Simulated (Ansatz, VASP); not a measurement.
# HfN: VASP beside Ansatz

Contents of INCAR:

```
SYSTEM = HfN
PREC = Accurate
ENCUT = 520
EDIFF = 1E-6
ISMEAR = -1
SIGMA = 0.05
LREAL = .FALSE.
LASPH = .TRUE.
NELM = 80
ALGO = Normal
ISIF = 2
LWAVE = .FALSE.
LCHARG = .FALSE.
GGA = PS
NBANDS = 14
```

KPOINTS

```
regular mesh
0
G
  9 9 9
  0 0 0
```

The input POSCAR:

```
HfN
1.0
    0.0000000000      2.4216446627      2.4216446627
    2.4216446627      0.0000000000      2.4216446627
    2.4216446627      2.4216446627      0.0000000000
Hf N
1 1
Direct
    0.0000000000      0.0000000000      0.0000000000
    0.2500000000      0.2500000000      0.2500000000
```

File input.yaml:

```yaml
crystal:
  lattice:
    - [0.0, 2.4216446627, 2.4216446627]
    - [2.4216446627, 0.0, 2.4216446627]
    - [2.4216446627, 2.4216446627, 0.0]
  atoms:
    - { symbol: Hf, position: [0.0, 0.0, 0.0] }
    - { symbol: "N", position: [0.25, 0.25, 0.25] }
kpoints:
  mp_grid: { grid: [9, 9, 9] }
scf:
  occupations: { method: fermi_dirac, width: 0.05 }
hamiltonian:
  xc: pbesol
  pseudopotentials: { kind: all_electron, lapw: { basis_error: 0.001 } }
output:
  forces: true
  stress: true
  eigenvalues: true
```

Change from the starting cell: volume scaled by 0.96.

Alike in both runs: task single point; functional PBEsol; k mesh 9 × 9 × 9; occupations fermi-dirac, width 0.05 eV; no spin polarisation.

```csv
,VASP,Ansatz
version,VASP 6.6.1,Ansatz 0.2.0
potentials or method,"VASP PAW PBE potentials, release 64 (Hf_pv, N)","all-electron LAPW, scalar-relativistic"
plane-wave cutoff (eV),520,see its input
```

```tsv
	VASP	Ansatz	Ansatz less VASP
gap on the k mesh at the Fermi level (eV)	none	none	-
pressure (GPa)	2.2	3.0	+0.79
```

A gap of «none» marks a metal or a gap that the smearing closes. Ansatz ran all-electron here, so the differences hold the error of VASP's frozen core and of both bases.

Caveats: the PAW data sets were made with another functional, which shifts forces and pressure a little (VASP). Spin-orbit coupling is left out, which matters for the levels of Hf.
